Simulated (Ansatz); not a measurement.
I need a ranking of polymorphs by energy of 3 structures of F. Use Ansatz 0.2.0, Python API. Settings (first run): PBE, PAW, cutoff 510 eV, 6×6×3 k-points, Fermi-Dirac smearing of 0.02 eV.

`polymorphs.py`:
```python
# -*- coding: utf-8 -*-
"""Relative energies of F phases, at the given cells."""

import csv
import warnings

import ansatz
import numpy as np

PHASES = {
    "C2/c": (
        [(2.556322, -1.584027, 0.0), (2.556322, 1.584027, 0.0), (-0.562111, 0.0, 6.597709)],
        [
            ("F", (0.595833, 0.915336, 0.597955)),
            ("F", (0.084664, 0.404167, 0.902045)),
            ("F", (0.404167, 0.084664, 0.402045)),
            ("F", (0.915336, 0.595833, 0.097956)),
        ],
    ),
    "C2/m": (
        [(2.650494, -1.517321, 0.0), (2.650494, 1.517321, 0.0), (-2.103424, 0.0, 6.726108)],
        [
            ("F", (0.504495, 0.504495, 0.40085)),
            ("F", (0.085358, 0.085358, 0.098603)),
            ("F", (0.495505, 0.495505, 0.59915)),
            ("F", (0.914642, 0.914642, 0.901397)),
        ],
    ),
    "Cmce": (
        [(3.540118, -2.091901, 0.0), (3.540118, 2.091901, 0.0), (0.0, 0.0, 6.375726)],
        [
            ("F", (0.912542, 0.087458, 0.096013)),
            ("F", (0.587458, 0.412542, 0.596013)),
            ("F", (0.412542, 0.587458, 0.403987)),
            ("F", (0.087458, 0.912542, 0.903987)),
        ],
    ),
}


def build(vectors, sites):
    crystal = ansatz.Crystal(lattice=ansatz.Lattice.of(vectors))
    for symbol, position in sites:
        crystal = crystal.atom(symbol, position)
    return crystal


def ground_state(name, crystal):
    calc = (
        crystal.calculation()
        .basis(510)
        .functional("PBE")
        .kpoints(spacing=0.4)
        .occupations("fermi_dirac", width=0.02)
        .stress()
        .band_table()
    )
    return calc.run(threads=1)


def volume_per_atom(outcome):
    return abs(np.linalg.det(outcome.lattice.cell_ang)) / len(outcome.lattice.sites)


def pressure_gpa(outcome):
    return float(np.trace(outcome.report["stress_gpa"]) / 3)


def gap_ev(outcome):
    # nan where the run reports no band edges: a metal, overlapping bands, or a gap that is small against the smearing
    edges = outcome.report.get("band_edges_ev")
    return edges[1] - edges[0] if edges else float("nan")

warnings.simplefilter("ignore", ansatz.DeckWarning)

phases = {name: build(*cell) for name, cell in PHASES.items()}

done = {}
for name, crystal in phases.items():
    try:
        done[name] = ground_state(name, crystal)
    except ansatz.NonConvergedError as error:
        print(name, "did not converge:", str(error)[:120])

energy = {name: o.report["energy_sigma0_ev"] / len(o.lattice.sites) for name, o in done.items()}
lowest = min(energy.values())
rows = [(name, len(o.lattice.sites), 1000 * (energy[name] - lowest), volume_per_atom(o), pressure_gpa(o), gap_ev(o)) for name, o in done.items()]
rows.sort(key=lambda row: row[2])
with open("polymorphs.csv", "w", newline="") as handle:
    writer = csv.writer(handle)
    writer.writerow(["phase", "atoms", "dE (meV/atom)", "V (A^3/atom)", "P (GPa)", "gap (eV)"])
    writer.writerows([round(v, 4) if isinstance(v, float) else v for v in row] for row in rows)
print(open("polymorphs.csv").read())
print("lowest in energy:", rows[0][0])
```

`python polymorphs.py` gives:
```text
phase,atoms,dE (meV/atom),V (A^3/atom),P (GPa),gap (eV)
Cmce,4,0.0,23.608,-0.5439,3.1638
C2/c,4,26.6791,13.358,2.9491,2.7484
C2/m,4,26.8594,13.525,2.843,2.571

lowest in energy: Cmce
```

By space group at the end of each run: Cmce (+0 meV an atom, 23.6 Å³), C2/c (+27 meV an atom, 13.4 Å³) and C2/m (+27 meV an atom, 13.5 Å³).

Along an axis with an odd division the mesh misses the point at one half; a gap read on a finite mesh is an upper bound on this functional's gap. Semilocal gaps usually lie well under measured ones. No spin polarisation was allowed. Pressure is positive in compression. The cells come from databases of deposited and of computed structures, and not all need be stable phases. Levels are Kohn-Sham eigenvalues on this mesh. The ranking holds among these structures alone, at zero temperature; the ground state may be another structure. Differences under 10 to 15 meV an atom lie within the error of mesh and functional. Timing: 3.2 s on 1 thread of Intel(R) Xeon(R) 6975P-C (Granite Rapids), with other jobs on the host, peak memory 0.44 GiB.

(A comment or docstring line of the script was reworded after the run, the code is as it ran; lines on the test bed's own set-up are left out of the output.)
